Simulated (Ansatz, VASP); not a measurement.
# BAs: VASP beside Ansatz, part 2 of 2

Wanted: the spread between two codes on one cell, functional and k mesh. The cell is taken from a series of runs on this material, whose earlier steps may have relaxed, scaled, displaced or heated it; both programs get it as it stands.

VASP 6.6.1 and Ansatz 0.2.0.

So far: Starting point; VASP: zone-centre phonons, LDA, pair 1; Ansatz: zone-centre phonons, LDA, pair 1; Comparison.

### Step 5. VASP: zone-centre phonons, LDA, pair 2

Level of this step: LDA; plane waves and PAW (B, As) (VASP).

Second derivatives magnify differences that forces hide, and they need a tight electronic threshold. The cell compared in this pair holds 26.29 Å³, against 26.10 Å³ for the pair before.

INCAR

```
SYSTEM = BAs
PREC = Accurate
ENCUT = 500
EDIFF = 1E-08
NELM = 120
ISMEAR = 0
SIGMA = 0.01
LREAL = .FALSE.
ALGO = Normal
GGA = CA
NBANDS = 10
LORBIT = 11
LWAVE = .FALSE.
LCHARG = .FALSE.
ISIF = 2
IBRION = 8
LASPH = .TRUE.
GGA_COMPAT = .FALSE.
EFERMI = MIDGAP
KPAR = 2
```

POSCAR

```
BAs
1.0
   -0.0121091137      2.3542817599      2.3718831790
    2.3542817599     -0.0121091137      2.3718831790
    2.3421726462      2.3421726462      0.0000000000
B As
1 1
Direct
    0.0004980556      0.0004980556      0.9995019444
    0.7495019444      0.7495019444      0.7504980556
```

KPOINTS

```
Automatic mesh
0
Gamma
12 12 12
0 0 0
```

PAW data sets: B and As (LDA family, release 64).

Launch:

```console
mpirun -np 2 vasp_std
```

Numbers of over 12 decimals in the logs are rounded to 6 here.

The log of the run:

```text
[... set-up lines as in an earlier step ...]
 entering main loop
       N       E                     dE             d eps       ncg     rms          rms(c)
DAV:   1     0.109008189245E+02    0.10901E+02   -0.38031E+03  5600   0.688E+02
DAV:   2    -0.130670830098E+02   -0.23968E+02   -0.22831E+02  7750   0.107E+02
DAV:   3    -0.137211310291E+02   -0.65405E+00   -0.65297E+00  6710   0.176E+01
DAV:   4    -0.137229529021E+02   -0.18219E-02   -0.18218E-02  6798   0.101E+00
[...]
DAV:  11    -0.129219982429E+02   -0.14109E-05   -0.16922E-06  6768   0.950E-03    0.133E-02
DAV:  12    -0.129219980854E+02    0.15748E-06   -0.75854E-07  6162   0.391E-03    0.287E-03
DAV:  13    -0.129219980879E+02   -0.25319E-08   -0.30000E-08  6468   0.124E-03
   1 F= -.12921998E+02 E0= -.12921998E+02  d E =0.000000E+00
 Linear response reoptimize wavefunctions to high precision
DAV:   1    -0.129219980871E+02    0.81553E-09   -0.56296E-09  6188   0.350E-04
DAV:   2    -0.129219980871E+02   -0.14211E-10   -0.12596E-10  3544   0.938E-05
 Linear response DOF=           4
 Linear response progress:
[...]
RMM:   8    -0.375980397858E-01    0.56076E-07    0.17652E-10 30329   0.541E-05    0.134E-05
RMM:   9    -0.375980777266E-01   -0.37941E-07   -0.16825E-08 32027   0.426E-05    0.647E-07
RMM:  10    -0.375980798125E-01   -0.20858E-08    0.18429E-08 23723   0.385E-05    0.256E-07
 first order change of Fermi-energy  -0.39521E-05
 force on displaced ion       2 direction 1 : -17.523  -0.225   0.000
 Linear response progress:
  Degree of freedom:   4/  4
       N       E                     dE             d eps       ncg     rms          rms(c)
RMM:   1    -0.397910253675E-01   -0.39791E-01    0.31238E-02 13312   0.115E+00
RMM:   2    -0.377404517823E-01    0.20506E-02   -0.94329E-04  8889   0.214E-01    0.987E-02
RMM:   3    -0.376298705434E-01    0.11058E-03   -0.18757E-05  9507   0.268E-02    0.577E-02
RMM:   4    -0.376697864178E-01   -0.39916E-04   -0.24869E-05  9345   0.299E-02    0.321E-03
[...]
RMM:   9    -0.376591433944E-01    0.10850E-07   -0.13906E-08 10359   0.429E-05    0.409E-06
RMM:  10    -0.376591611065E-01   -0.17712E-07   -0.11490E-08  9398   0.389E-05    0.229E-07
RMM:  11    -0.376591617208E-01   -0.61434E-09   -0.12536E-08  6570   0.379E-05    0.794E-08
 first order change of Fermi-energy  -0.36193E+01
 force on displaced ion       2 direction 3 :  -0.000  -0.000 -17.519
 Linear response finished
```

From OUTCAR (step 5):

```text
  Total        0.4396374      0.4396374      0.1716561      0.2722956      0.0000000      0.0000000
  in kB       26.7902367     26.7902367     10.4602276     16.5929060      0.0000000      0.0000000
  external PRESSURE =      21.3469003 kB  Pullay stress =       0.0000000 kB

 POSITION                                       TOTAL-FORCE (eV/Angst)
 -----------------------------------------------------------------------------------
      2.34217      2.34217      0.00236         0.000000      0.000000      0.002748
      3.51326      3.51326      3.55546        -0.000000     -0.000000     -0.002748
 -----------------------------------------------------------------------------------
    total drift:                               -0.000000     -0.000000      0.000240

[... 1 part as in an earlier step ...]

[... 1 further part left out ...]
```

### Step 6. Ansatz: zone-centre phonons, LDA, pair 2

The same cell, functional (in two slightly different forms) and mesh now go to Ansatz, which takes its cutoff from its data sets.

The cell is taken from a series of runs on this material, whose earlier steps may have relaxed, scaled, displaced or heated it; both programs get it as it stands.

input.yaml

```yaml
crystal:
  lattice:
    - [-0.0121091137, 2.3542817599, 2.371883179]
    - [2.3542817599, -0.0121091137, 2.371883179]
    - [2.3421726462, 2.3421726462, 0.0]
  atoms:
    - { symbol: B, position: [0.0004980556, 0.0004980556, -0.0004980556] }
    - { symbol: As, position: [0.7495019444, 0.7495019444, 0.7504980556] }
kpoints:
  mp_grid: { grid: [12, 12, 12] }
hamiltonian:
  xc: lda
  pseudopotentials: { kind: paw, azcp: { folder: soft_1 }, xc_functional: pbe }
scf:
  occupations: { method: fixed }
output:
  eigenvalues: true
phonons:
  method: dfpt
```

Launch:

```console
ansatz run input.yaml --threads 4 --pin off --max-ram 10240MiB --backend cpu --events-out ev --progress --plain --runs-dir out
```

The log of the run:

```text
[...]
Crystal: 2 atoms, lattice volume = 26.292 Å³
Basis set: ecut = 420 eV, 531 PW (Γ), exchange–correlation on 48×48×48 points (8 copies of the dense FFT grid, shifted against one another)
Bands: 13, of which v1, the nominal top of the filled ones, is band 9 counted from 1 (8 counted from 0)
Symmetry: 4 space group operations
k-points: 476 of 1728 (irreducible under 2 space group operations, time reversal used)
[...]
k-point 1: bands = [... 5 lower, -4.6234, 9.9702, 10.7264, 10.7351, 14.4541, 14.4862, 14.6172, 16.6899]
  k-point 2: bands = [... 5 lower, -4.2717, 8.0193, 10.2407, 10.2489, 14.3568, 15.1205, 15.2248, 17.9241]
  k-point 475: bands = [... 5 lower, -0.4849, 2.3208, 6.7229, 6.8896, 12.2698, 12.5112, 22.5463, 22.5993]
[...]
ASR residual: 3.243e-5 → 0.000e0 eV/Å²; symmetrization residual: 5.891e-7 eV/Å²
  ASR residual per site (eV/Å²): 3.24e-5 2.06e-5
  Γ frequencies (cm⁻¹): 0.00 0.00 0.00 700.45 704.93 709.61
[...]
[key lines of the parts left out:]
SCF converged after 9 iterations
Free energy (F): -4923.532577 eV
Fermi energy:    11.048893 eV
```

### Step 7. Comparison

What differs besides the data sets and the points named for the pairs above, as far as they apply: the data sets hold 18 valence electrons in Ansatz (on its PAW soft_1 files) and 8 in VASP. Total energies have different zeros and are not compared.

Both answers:

| quantity | Ansatz | VASP | difference |
| --- | --- | --- | --- |
| optical mode 1 (cm⁻¹) | 700.5 | 705.6 | -0.73 % |
| optical mode 2 (cm⁻¹) | 704.9 | 710.1 | -0.73 % |
| optical mode 3 (cm⁻¹) | 709.6 | 714.7 | -0.71 % |

Modes are paired by rising frequency, not by their patterns, so a pair may set unlike modes beside each other; they are those without the splitting of longitudinal modes.

### Step 8. What came out

```json
{
  "r.m.s. difference of the optical zone-centre modes, each program's sorted by frequency (zone-centre phonons, LDA, pair 1)": "5.2 cm⁻¹",
  "difference in optical mode 2 (zone-centre phonons, LDA, pair 1)": "-0.7 %",
  "r.m.s. difference of the optical zone-centre modes, each program's sorted by frequency (zone-centre phonons, LDA, pair 2)": "5.1 cm⁻¹",
  "difference in optical mode 2 (zone-centre phonons, LDA, pair 2)": "-0.7 %"
}
```

The r.m.s. difference of the optical zone-centre modes, each program's sorted by frequency is 5.2 cm⁻¹ (zone-centre phonons, LDA, pair 1). The data sets hold unlike numbers of valence electrons (18 in Ansatz and 8 in VASP), so part of the differences comes from the potentials. Among the rows given in per cent, the largest difference of the zone-centre phonons, LDA, pair 1 pair is in optical mode 2, -0.7 %. Among the rows given in per cent, the largest difference of the zone-centre phonons, LDA, pair 2 pair is in optical mode 2, -0.7 %. Such differences can come from data sets, numerical settings and the points named under the comparisons, not from the functional's error against experiment.

[Lines on the potential files, build, host, timing and source positions are cut from VASP's logs without a mark.]

[Logs are printed without paths, hosts, clocks, repeated set-up lines and the standing remarks that a program may print on its own settings, such as how far it seeks lower states.]

[Hosts, paths, dates, database ids (printed as entryN), source tags and the programs' standing remarks are cut or masked in the printed files.]
